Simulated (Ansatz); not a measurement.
# What MoS2 monolayer (1T) distorts into

Which phase does MoS2 monolayer (1T) fall into along its unstable mode, and how much energy does it gain?

Method: DFT PBEsol, scalar-relativistic, plane waves, PAW; PAW set soft_1, in Ansatz 0.2.0.

## Step 1: Starting point

The cell holds 3 atoms: 1 Mo and 2 S. Cell: a = 3.113 Å, b = 3.113 Å, c = 29.504 Å, α = 90.0°, β = 90.0°, γ = 120.0°. It derives from MoS2. Vacuum lies along c.

## Step 2: The dispersion

The cell comes from relaxations at this level that are not shown. Stability and thermal properties need the whole zone. Linear response on a 6×6×1 q mesh gives force constants as far as a supercell of that size would.

Contents of input.yaml:

```yaml
crystal:
  lattice:
    - [3.1127453568, 0.0, 0.0]
    - [-1.5563726784, 2.6957165545, 0.0]
    - [0.0, 0.0, 29.504]
  atoms:
    - { symbol: Mo, position: [0.0, 0.0, 0.3389370933] }
    - { symbol: S, position: [0.3333333333, 0.6666666667, 0.3933579843] }
    - { symbol: S, position: [0.6666666667, 0.3333333333, 0.2845162023] }
  periodic: [true, true, false]
kpoints:
  mp_grid: { grid: [18, 18, 1] }
hamiltonian:
  xc: pbesol
  pseudopotentials: { kind: paw, azcp: { folder: soft_1 }, xc_functional: pbe }
scf:
  occupations: { method: methfessel_paxton, width: 0.2 }
output:
  eigenvalues: true
phonons:
  method: dfpt
  qmesh: [6, 6, 1]
  temperatures: { t_max: 1000, t_step: 50 }
  qpath:
    path:
      - [0.0, 0.0, 0.0]
      - [0.5, 0.0, 0.0]
      - [0.33333333, 0.33333333, 0.0]
      - [0.0, 0.0, 0.0]
    npoints: 10
```

Launch:

```console
$ ansatz run input.yaml --threads 4 --pin off --max-ram 16384MiB --backend cpu --events-out ev --progress --plain --runs-dir out
```

Numbers of over 12 decimals in the logs are rounded to 6 here.

The program printed:

```text
Warning: crystal.symmetry: narrowed to the stabiliser of the run's FFT grids — unitary ops 12 → 6. A phonons.method: dfpt run fills in the rows of the dynamical matrix that it does not solve by its symmetry operations, which is exact only for operations that map its FFT grids onto themselves: filled in by any other, the frequencies could depend on the order in which like atoms are typed, or, by more than the grids' own error, on where the crystal sits among the grids' points. Excluded: 6 operations. The run can therefore solve more perturbations, solve them on more k-points, or both, and cost more. [rest of the remark cut]
Engine: ansatz 0.2.0, aarch64-unknown-linux-gnu
Pseudopotentials: kind: paw
Pseudopotential: Mo, paw, valence charge 14, recommended cutoff 420 eV (normal), soft_1/Mo.paw.azcp
Pseudopotential: S, paw, valence charge 6, recommended cutoff 420 eV (normal), soft_1/S.paw.azcp
Functional definition: PBEsol
  exchange = pbesol_x
  correlation = pbesol_c
Crystal: 3 atoms, lattice volume = 247.570 Å³
Basis set: ecut = 420 eV, 4803 PW (Γ), exchange–correlation on 48×48×400 points (8 copies of the dense FFT grid, shifted against one another)
Bands: 17, of which v1, the nominal top of the filled ones, is band 13 counted from 1 (12 counted from 0)
Symmetry: 12 space group operations
k-points: 37 of 324 (irreducible under 6 space group operations, time reversal used)
Non-local potential: Mo, projectors of the file, l = 0: 3, l = 1: 2, l = 2: 2, l = 3: 1
Non-local potential: S, projectors of the file, l = 0: 2, l = 1: 2, l = 2: 1
PAW form: soft (Blöchl's): semilocal exchange-correlation on the pseudo side does not see the compensation charge
PAW frozen core: Mo, regenerated for the run's functional, and the local potential with it (the file was generated under x = pbe(κ = 0.804, μ = 0.219515), c = pbe(β = 0.066725))
PAW frozen core: S, regenerated for the run's functional, and the local potential with it (the file was generated under x = pbe(κ = 0.804, μ = 0.219515), c = pbe(β = 0.066725))
PAW one-centre angular grid: Mo, 590 points (default); XC on 64 Gauss nodes
PAW one-centre angular grid: S, 110 points (default); XC on 64 Gauss nodes
Initial density: superposition of atomic densities (neutral atoms: chi_scale 0, normalization atom)
Initial wavefunctions: pseudopotential atomic-orbital guess
Functional: x = pbesol(κ = 0.804, μ = 0.123457), c = pbesol(β = 0.046)
SCF iter   1: F=—  HF=-6670.801605 eV  |F-HF|=—  |Δ(HF+E_count)|=         —  Δρ=4.09e-2  dr2=6.62e0  ethr=3.10e-3  ⟨swp⟩=16.1  Hψ=6850  notcnv=0
preconditioner: auto → LDOS  [insulator: Δε(μ)=0.133 eV  Ē_g=8.832 eV  σ=0.200 eV  W_gap=0.51  n_scr=16 (ndim 8)  ℏωp=10.0 eV  f_vac=0.753  D(μ)=1.27/eV (n_scr^D=8)  ε∞_Penn≈2.3  β→1.0]
SCF iter   2: F=—  HF=-6669.841028 eV  |F-HF|=—  |Δ(HF+E_count)|=   9.61e-1  S|Δr|=    0.00e0  Δρ=2.74e-2  dr2=2.27e0  ethr=3.10e-3  ⟨swp⟩=4.6  Hψ=2270  notcnv=0
SCF iter   3: F=—  HF=-6669.341191 eV  |F-HF|=—  |Δ(HF+E_count)|=   5.00e-1  S|Δr|=    0.00e0  Δρ=5.30e-3  dr2=1.11e-1  ethr=3.10e-3  ⟨swp⟩=3.4  Hψ=1824  notcnv=0
SCF iter   4: F=—  HF=-6669.322735 eV  |F-HF|=—  |Δ(HF+E_count)|=   1.85e-2  S|Δr|=    0.00e0  Δρ=6.63e-4  dr2=2.10e-3  ethr=4.25e-4  ⟨swp⟩=3.4  Hψ=1527  notcnv=0
SCF iter   5: F=—  HF=-6669.322698 eV  |F-HF|=—  |Δ(HF+E_count)|=   3.65e-5  S|Δr|=    0.00e0  Δρ=2.26e-4  dr2=8.47e-5  ethr=8.07e-6  ⟨swp⟩=3.4  Hψ=1478  notcnv=0
SCF iter   6: F=—  HF=-6669.322736 eV  |F-HF|=—  |Δ(HF+E_count)|=   3.79e-5  S|Δr|=    0.00e0  Δρ=6.80e-5  dr2=7.19e-6  ethr=3.26e-7  ⟨swp⟩=4.1  Hψ=1628  notcnv=0
SCF iter   7: F=—  HF=-6669.322745 eV  |F-HF|=—  |Δ(HF+E_count)|=   8.25e-6  S|Δr|=    0.00e0  Δρ=1.21e-5  dr2=1.81e-7  ethr=2.76e-8  ⟨swp⟩=3.8  Hψ=1420  notcnv=0
SCF iter   8: F=—  HF=-6669.322617 eV  |F-HF|=—  |Δ(HF+E_count)|=   1.28e-4  S|Δr|=    0.00e0  Δρ=1.37e-6  dr2=2.76e-9  ethr=6.95e-10  ⟨swp⟩=3.5  Hψ=1480  notcnv=0
SCF iter   9: F=—  HF=-6669.322617 eV  |F-HF|=—  |Δ(HF+E_count)|=   1.14e-8  S|Δr|=    0.00e0  Δρ=3.54e-7  dr2=2.31e-10  ethr=1.06e-11  ⟨swp⟩=4.1  Hψ=1718  notcnv=0
SCF iter  10: F=—  HF=-6669.322617 eV  |F-HF|=—  |Δ(HF+E_count)|=   3.01e-9  S|Δr|=    0.00e0  Δρ=7.32e-8  dr2=2.02e-11  ethr=1.00e-12  ⟨swp⟩=2.8  Hψ=1127  notcnv=0
SCF iter  11: F=-6669.322617 eV  HF=-6669.322617 eV  |F-HF|=7.28e-12  |Δ(HF+E_count)|=  5.28e-10  S|Δr|=    0.00e0  Δρ=9.45e-9  dr2=1.34e-13  ethr=1.00e-12  ⟨swp⟩=15.3  Hψ=5720  notcnv=0
SCF 1 converged in 11 iterations: F = -6669.322617 eV  dr2 = 1.34e-13
  greatest PAW one-centre occupation: 0.999 electrons in one spin orbital (limit 2), on the Mo atom at site 0 (counted from 0), in its partial waves of l = 0
phonons: the bands overlap, so this run is a metal and interpolates without the dipole-dipole term. If the crystal is really an insulator or semiconductor, its LO-TO splitting is missing
NSCF: frozen V_eff on 37 k-points
NSCF: frozen V_eff on 91 k-points
DFPT response loops at q = (0, 0, 0) (fractional): preconditioner auto → none (partly filled bands, converged f_vac=0.759); β = 0.50; Broyden in place of MSR1
NSCF: frozen V_eff on 342 k-points
DFPT response loops at q = (0, 0.166667, 0) (fractional): mixed as the last ones told, above
NSCF: frozen V_eff on 342 k-points
DFPT response loops at q = (0, 0.333333, 0) (fractional): mixed as the last ones told, above
NSCF: frozen V_eff on 182 k-points
DFPT response loops at q = (0, -0.5, 0) (fractional): mixed as the last ones told, above
NSCF: frozen V_eff on 648 k-points
DFPT response loops at q = (0.166667, 0.166667, 0) (fractional): mixed as the last ones told, above
NSCF: frozen V_eff on 648 k-points
DFPT response loops at q = (0.166667, 0.333333, 0) (fractional): mixed as the last ones told, above
NSCF: frozen V_eff on 342 k-points
DFPT response loops at q = (0.333333, 0.333333, 0) (fractional): mixed as the last ones told, above
SCF converged after 11 iterations
Stability not checked: this state was not tested for a lower state beside it, because cold or Methfessel-Paxton smearing, or corrected tetrahedra, fill the levels in a way that the test cannot read (fill_not_monotonic; see scf.lower_state_search)
Free energy (F): -6669.322617 eV
Harris-Foulkes:  -6669.322617 eV  (|F-HF|=7.28e-12)
Internal energy: -6669.324386 eV  (E = F + TS)
E sigma→0 (E₀):  -6669.323059 eV
Entropy (-TS):   0.001769 eV (0.590 meV/atom)
Fermi energy:    -5.080398 eV
--- Per-component energies (eV) ---
  E_band       = -577.261584
  E_kinetic    = 634.210184
  E_local      = -44924.791004  (includes V_loc(G=0)·N_el)
  E_nonlocal   = 219.394439
  E_hartree    = 22029.206053
  E_xc         = -351.387825
  E_vxc        = -384.577165  (∫ρ·V_xc dr)
  E_paw        = -4338.679568  (= ΣΔE_a)
  E_vpaw       = -179.910206  (= ΣTr[D̂ρ^β])
  E_aug_tail   = 0.000042  (compensation charges beyond the density's cutoff)
  E_ewald      = 20062.390095
  E_core_change = 0.333199  (= ΣΔE_core)
  E_smearing   = 0.001769  (= −TS)
  E_closure    = 0.000000  (closes the sum)
  Σ components = -6669.322617   (vs F -6669.322617, Δ=0.00e0)
--- Band table (eV; the first three rows and the last of 37) ---
  k-point 0: bands = [... 9 lower, -8.2918, -6.3280, -5.9775, -5.9775, -5.0777, -5.0777, -1.7856, -1.7856]
  k-point 1: bands = [... 9 lower, -8.0356, -6.4138, -6.1843, -6.1731, -5.0125, -4.8957, -1.9778, -1.8162]
  k-point 2: bands = [... 9 lower, -7.7662, -6.9915, -6.5170, -6.2739, -4.9107, -4.5916, -2.3811, -1.8785]
  k-point 36: bands = [... 9 lower, -9.0611, -9.0611, -9.0369, -4.6910, -4.6910, -4.0407, -1.7791, -1.7791]
--- Phonons (Γ-DFPT): 6 representative perturbations + reference (Σ response iterations 28) ---
  ASR residual: 1.453e-5 → 0.000e0 eV/Å²; symmetrization residual: 5.907e-6 eV/Å²
  The last average, over the group as it would stand without the narrowing to the FFT grids, took up to 2.585e-6 eV/Å² of the zone centre's force constants
  ASR residual per site (eV/Å²): 5.31e-6 1.31e-5 1.45e-5
  Γ frequencies (cm⁻¹): 0.00 0.00 0.00 240.20 240.20 265.57 265.57 364.11 401.99
--- Phonons (arbitrary-q DFPT): 7 irreducible q on the 6×6×1 mesh ---
  q = [0.0000, 0.0000, 0.0000] (star 1, of the zone-centre solve; hermiticity 5.17e-7, symmetrization 5.69e-13, taken by the last average 1.13e-7): -0.00 0.00 0.00 240.20 240.20 265.57 265.57 364.11 401.99
  q = [0.0000, 0.1667, 0.0000] (star 6, 9 solved perturbations on 171 of 324 k-point pairs; hermiticity 6.50e-7, symmetrization 2.87e-10, taken by the last average 1.54e-7): 43.48 82.75 111.67 245.37 278.56 283.27 301.83 365.08 397.00
  q = [0.0000, 0.3333, 0.0000] (star 6, 9 solved perturbations on 171 of 324 k-point pairs; hermiticity 8.55e-7, symmetrization 3.96e-10, taken by the last average 2.23e-7): 53.09 117.98 121.41 264.73 288.23 312.58 323.59 353.91 378.39
  q = [0.0000, -0.5000, 0.0000] (star 3, 9 solved perturbations on 91 of 324 k-point pairs; hermiticity 4.68e-7, symmetrization 3.40e-10, taken by the last average 1.93e-7): -288.91 67.72 153.36 272.68 285.90 318.08 328.88 343.67 371.14
  q = [0.1667, 0.1667, 0.0000] (star 6, 6 solved perturbations in 1485 linear systems a pass and spin channel, the states on 324 of 324 k-point pairs; hermiticity 9.16e-7, symmetrization 4.32e-10, taken by the last average 1.32e-7): 95.18 119.23 127.50 250.13 277.92 307.63 317.59 362.42 367.26
  q = [0.1667, 0.3333, 0.0000] (star 12, 9 solved perturbations on 324 of 324 k-point pairs: no pair is spared here; hermiticity 7.32e-7, symmetrization 0.00e0, taken by the last average 2.38e-7): -203.13 85.96 142.54 270.25 294.14 319.81 334.20 339.68 359.38
  q = [0.3333, 0.3333, 0.0000] (star 2, 6 solved perturbations in 705 linear systems a pass and spin channel, the states on 171 of 324 k-point pairs; hermiticity 4.89e-7, symmetrization 2.27e-8, taken by the last average 1.60e-7): -162.48 -162.48 146.57 298.72 298.72 320.21 327.90 336.75 336.75
  sum rule: each row above includes the acoustic sum rule's correction from the zone centre's row sums; it moved no ω² by more than (0.35 cm⁻¹)²
  mesh force constants: q→R imaginary residual 2.86e-18; ASR residual 1.453e-5 → 0.000e0 eV/Å²; symmetrization residual 8.882e-15 eV/Å²
  interpolated dispersion: 31 rows × 9 modes
  density of states and harmonic sums: on the 24×24×1 q-mesh, interpolated from the force constants of a 6×6×1 supercell (no non-analytic term)
  largest difference from the sums on the solved wave vectors: F 1.36e-3 eV, S 7.67e-6 and C_V 4.52e-6 eV/K
  zero-point energy: 0.132907 eV/cell   skipped modes (ω ≤ 0): 43, of them read as no rigid motion or as one in doubt: 40 (6.580e-1 modes/cell left out, lowest -288.91 cm⁻¹)   left out of the sums: 7.37e-2 of the cell's modes: C_V's classical limit lies that fraction below 3 k_B per atom; for a crystal, a wire or a layer, F and S can be off by more, and a phonons.interpolated_qmesh denser along its periods is the remedy for the sampling
```

Run time: 23 min. Hardware: 4 threads of Arm Neoverse V1, shared host; peak memory 2.9 GiB; 1.5 h of CPU time.

Numbers from this step:

```
gap on the k-mesh                                       : 0 eV
sum-rule residual before enforcement                    : 1.45e-5 eV/Å²
lowest frequency on the path                            : -288.9 cm⁻¹
point group                                             : -3m
highest frequency on the path or at a solved wavevector : 402.2 cm⁻¹
area per atom                                           : 2.797 Å²
highest optical mode at the zone centre (no LO-TO term) : 402.0 cm⁻¹
lowest optical zone-centre mode                         : 240.2 cm⁻¹
lowest mode on the q mesh (acoustic modes at Γ apart)   : -288.9 cm⁻¹
```

Frequencies (cm⁻¹) solved at each irreducible wavevector; negative means imaginary. Frequencies by wavevector, by row:

```tsv
q in reciprocal lattice units	star	mode 1	mode 2	mode 3	mode 4	mode 5	mode 6	mode 7	mode 8	mode 9
0 0 0	1	0	0	0	240.2	240.2	265.6	265.6	364.1	402
0 0.1667 0	6	43.5	82.8	111.7	245.4	278.6	283.3	301.8	365.1	397
0 0.3333 0	6	53.1	118	121.4	264.7	288.2	312.6	323.6	353.9	378.4
0 -0.5 0	3	-288.9	67.7	153.4	272.7	285.9	318.1	328.9	343.7	371.1
0.1667 0.1667 0	6	95.2	119.2	127.5	250.1	277.9	307.6	317.6	362.4	367.3
0.1667 0.3333 0	12	-203.1	86	142.5	270.2	294.1	319.8	334.2	339.7	359.4
0.3333 0.3333 0	2	-162.5	-162.5	146.6	298.7	298.7	320.2	327.9	336.8	336.8
```

Interpolated from a 6×6×1 q mesh. Phonon branches along the path, in cm⁻¹:

```tsv
point	branch 1	branch 2	branch 3	branch 4	branch 5	branch 6	branch 7	branch 8	branch 9
Γ	0	0	0	240	240	266	266	364	402
halfway	83	113	150	253	288	299	316	362	386
M	-289	68	153	273	286	318	329	344	371
halfway	-242	35	150	273	296	322	333	341	357
K	-162	-162	147	299	299	320	328	337	337
halfway	95	119	128	250	278	308	318	362	367
Γ	0	0	0	240	240	266	266	364	402
```

The phonon branches as a text plot (rows in cm⁻¹):

```
    388 |*****************                            ***********
    359 |***************  ************       ********************
    330 |         ************************************
    301 |     ************     ****************************
    273 |*********  ******************       ********************
    244 |***********                              ***************
    215 |
    186 |
    157 |         **      *******************
    129 |       **  ******                   ************
    100 |     ********  **                     ************
     71 |   ********      ********                    *******
     42 | ******                  **         **          **  ***
     13 |*****                                    **       ******
    -15 | **
    -44 |                           *
    -73 |             **             *
   -102 |                             **   **
   -131 |                               *
   -159 |                                **    ***
   -188 |               **            ***  ****
   -217 |                           **
   -246 |                         **
   -275 |                 ********
         Γ                   M           K                      Γ
```

Symmetry leaves 7 wavevectors to solve. The lowest mode among them, the acoustic zeros apart, lies at q = (0, -0.5, 0) and is imaginary, 288.9i cm⁻¹, so the energy falls along it.

## Step 3: The mode frozen in, largest atomic shift 0 Å

The mode followed lies at q = (0.333, 0.333, 0) with frequency 162.5i cm⁻¹ and is 2-fold degenerate, one of the unstable modes though not the softest. At small amplitude the distorted cell has space group no. 12 by a symmetry search on the positions. The undistorted cell that holds it gives the zero of energy on the same k mesh.

System of this step: MoS2 monolayer (1T). The cell holds 9 atoms: 3 Mo and 6 S. Cell: a = 5.391 Å, b = 5.391 Å, c = 29.504 Å, α = 90.0°, β = 90.0°, γ = 60.0°. It derives from MoS2. Vacuum lies along c.

Contents of input.yaml:

```yaml
crystal:
  lattice:
    - [1.0e-10, -5.391433109, 0.0]
    - [-4.6691180352, -2.6957165546, 0.0]
    - [0.0, 0.0, -29.504]
  atoms:
    - { symbol: Mo, position: [0.3333333333, 0.3333333333, 0.6610629067] }
    - { symbol: Mo, position: [0.0, 0.0, 0.6610629067] }
    - { symbol: Mo, position: [0.6666666667, 0.6666666667, 0.6610629067] }
    - { symbol: S, position: [0.3333333333, 0.6666666667, 0.6066420157] }
    - { symbol: S, position: [1.0, 0.3333333333, 0.6066420157] }
    - { symbol: S, position: [0.6666666667, 1.0, 0.6066420157] }
    - { symbol: S, position: [0.6666666667, 0.3333333333, 0.7154837977] }
    - { symbol: S, position: [0.3333333333, 0.0, 0.7154837977] }
    - { symbol: S, position: [0.0, 0.6666666667, 0.7154837977] }
  periodic: [true, true, false]
kpoints:
  mp_grid: { grid: [9, 9, 1] }
hamiltonian:
  xc: pbesol
  pseudopotentials: { kind: paw, azcp: { folder: soft_1 }, xc_functional: pbe }
scf:
  occupations: { method: methfessel_paxton, width: 0.2 }
output:
  forces: true
  stress: true
  eigenvalues: true
```

The program printed:

```text
[...]
Crystal: 9 atoms, lattice volume = 742.711 Å³
Basis set: ecut = 420 eV, 14337 PW (Γ), exchange–correlation on 80×80×400 points (8 copies of the dense FFT grid, shifted against one another)
Bands: 48, of which v1, the nominal top of the filled ones, is band 39 counted from 1 (38 counted from 0)
Symmetry: 36 space group operations
[...]
k-points: 12 of 81
[...]
k-point 0: bands = [... 35 lower, -5.9761, -5.9761, -5.0774, -5.0774, -4.6900, -4.6900, -4.6900, -4.6900, ... 5 higher]
  k-point 1: bands = [... 35 lower, -6.2700, -6.1805, -5.1984, -4.9835, -4.9390, -4.8605, -4.7407, -4.3415, ... 5 higher]
  k-point 2: bands = [... 35 lower, -6.7289, -6.2196, -5.7307, -5.0801, -5.0209, -4.7788, -4.6297, -4.0096, ... 5 higher]
  k-point 11: bands = [... 35 lower, -7.0941, -6.7811, -6.7811, -6.7811, -4.1230, -4.1230, -4.1230, -4.0308, ... 5 higher]
[key lines of the parts left out:]
SCF converged after 8 iterations
Free energy (F): -20007.966742 eV
Fermi energy:    -5.083869 eV
P = ½ c Tr σ = -0.0017 N/m
```

Wall time 13 s (4 threads); peak memory 1.4 GiB; 45 s of CPU time.

Numbers from this step:

| Property | Result |
| --- | --- |
| energy from the undistorted cell | 0 meV/atom |

## Step 4: The mode frozen in, largest atomic shift 0.22 Å

The atoms are moved along the unstable eigenvector, the largest shift by 0.22 Å, with the cell fixed.

input.yaml, the sections that differ from step 3:

```yaml
crystal:
  lattice:
    - [1.0e-10, -5.391433109, 0.0]
    - [-4.6691180352, -2.6957165546, 0.0]
    - [0.0, 0.0, -29.504]
  atoms:
    - { symbol: Mo, position: [0.3333334828, 0.3333331567, 0.6610629067] }
    - { symbol: Mo, position: [0.0235588537, -0.0471179296, 0.661062916] }
    - { symbol: Mo, position: [0.6431076635, 0.713784773, 0.6610628974] }
    - { symbol: S, position: [0.3390517622, 0.6609482102, 0.6053615579] }
    - { symbol: S, position: [0.9942817449, 0.3333331409, 0.6092029048] }
    - { symbol: S, position: [0.6666662855, 1.0057186489, 0.6053616773] }
    - { symbol: S, position: [0.6723851226, 0.3333331538, 0.7129229152] }
    - { symbol: S, position: [0.3276148682, 0.0057184499, 0.7167642665] }
    - { symbol: S, position: [9.2e-09, 0.6609481889, 0.7167642577] }
  periodic: [true, true, false]
# kpoints, hamiltonian, scf, output: as in step 3
```

The program printed:

```text
[...]
k-point 0: bands = [... 35 lower, -5.9913, -5.6739, -5.6727, -5.1940, -5.0127, -4.7005, -4.5476, -4.3118, ... 5 higher]
  k-point 1: bands = [... 35 lower, -6.1469, -6.0260, -5.8573, -5.1653, -4.8195, -4.7746, -4.5097, -4.1951, ... 5 higher]
  k-point 2: bands = [... 35 lower, -6.4890, -6.3387, -6.1379, -5.2023, -5.0246, -4.5044, -4.4033, -3.9613, ... 5 higher]
  k-point 24: bands = [... 35 lower, -7.1044, -6.8459, -6.5456, -6.0788, -4.6163, -4.5164, -4.1264, -3.4727, ... 5 higher]
[key lines of the parts left out:]
SCF converged after 11 iterations
Free energy (F): -20008.162089 eV
Fermi energy:    -5.175805 eV
P = ½ c Tr σ = 1.8335 N/m
```

Run time: 27 s. Hardware: 4 threads; peak memory 1.6 GiB; 1.8 min of CPU time.

Numbers from this step:

```
energy from the undistorted cell : -21.80 meV/atom
```

The energy, extrapolated to zero smearing, is -21.80 meV/atom against the undistorted cell.

## Step 5: Energy along the mode, all amplitudes (two of the runs are shown above)

An imaginary frequency means negative curvature, so the energy should fall and then rise again as anharmonic terms take over.

Numbers from this step:

```yaml
depth_at_the_lowest_point_sampled: 21.80 meV/atom
largest_atomic_shift_at_that_point: 0.22 Å
```

Table of energy from the parent by largest shift of an atom, one sign:

```tsv
largest shift of an atom, one sign (Å)	energy from the parent (meV/atom)
0.000	0
0.040	-1.78
0.080	-6.72
0.140	-16.6
0.220	-21.8
0.320	2.14
0.450	99.0
```

Displacement at unit largest shift by atom:

```tsv
atom	x (Å)	y (Å)	z (Å)	size
Mo1	0.00	0.00	0.00	0.00
Mo2	1.00	0.00	0.00	1.00
Mo3	-1.00	0.00	0.00	1.00
S4	0.12	-0.07	0.17	0.22
S5	0.00	0.14	-0.34	0.37
S6	-0.12	-0.07	0.17	0.22
S7	0.00	-0.14	0.34	0.37
S8	-0.12	0.07	-0.17	0.22
S9	0.12	0.07	-0.17	0.22
```

The lowest of the steps tried is at 0.22 Å, 21.8 meV/atom below the parent; the bottom of the well need not coincide with a step.

[end of part 1 of 3]

[Logs are printed without paths, hosts, clocks, repeated set-up lines and the standing remarks that a program may print on its own settings, such as how far it seeks lower states.]

[Hosts, paths, dates, database ids (printed as entryN), source tags and the programs' standing remarks are cut or masked in the printed files.]
